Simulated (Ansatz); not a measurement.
# ZrN: the cost of one run

Method: DFT PBEsol, scalar-relativistic, plane waves, PAW, in Ansatz 0.2.0.

2 further runs of the same task are left out: 2 set aside as unsound or not needed.

### 1 The system as given

The structure is cubic, space group Fm-3m (No. 225). The conventional cell has a = 4.553 Å, b = 4.553 Å, c = 4.553 Å, α = 90.00°, β = 90.00°, γ = 90.00°. Zr (site symmetry m-3m) has 6 N at 2.28 Å as nearest neighbours. N (site symmetry m-3m) is surrounded by 6 Zr at 2.28 Å.

Coordinates:

```
Zr N
1.0
     0.00000    2.27654    2.27654
     2.27654    0.00000    2.27654
     2.27654    2.27654    0.00000
Zr N
1 1
Direct
  0.00000 0.00000 0.00000
  0.50000 0.50000 0.50000
```

This cell was relaxed beforehand with the same method: volume 11.80 Å³/atom, gap on the mesh none (metal).

### 2 The cell under 1 GPa

At a set pressure the run lowers the enthalpy E + PV, so the energy alone may rise along the way.

The input, input.yaml:

```yaml
crystal:
  lattice:
    - [0.0, 2.2765405738, 2.2765405738]
    - [2.2765405738, 0.0, 2.2765405738]
    - [2.2765405738, 2.2765405738, 0.0]
  atoms:
    - { symbol: Zr, position: [0.0, 0.0, 0.0] }
    - { symbol: "N", position: [0.5, 0.5, 0.5] }
basis:
  ecutwfc: 420
kpoints:
  mp_grid: { grid: [16, 16, 16] }
hamiltonian:
  xc: pbesol
scf:
  occupations: { method: fermi_dirac, width: 0.15 }
output:
  forces: true
  stress: true
  eigenvalues: true
relax:
  adjacent_minimum: "off"
  f_tol: 0.001
  max_steps: 60
  cell: { stress_tol: 0.02, p_target: 1.0 }
```

The run is started by

```sh
> ansatz run input.yaml --threads 1 --pin off --max-ram 3072MiB --backend cpu --events-out ev --progress --plain --runs-dir out
```

What time and memory should one allow on 1 thread of Intel Xeon Platinum 8488C (Sapphire Rapids), shared host?

About 8.4 s, with a peak of 0.42 GiB.
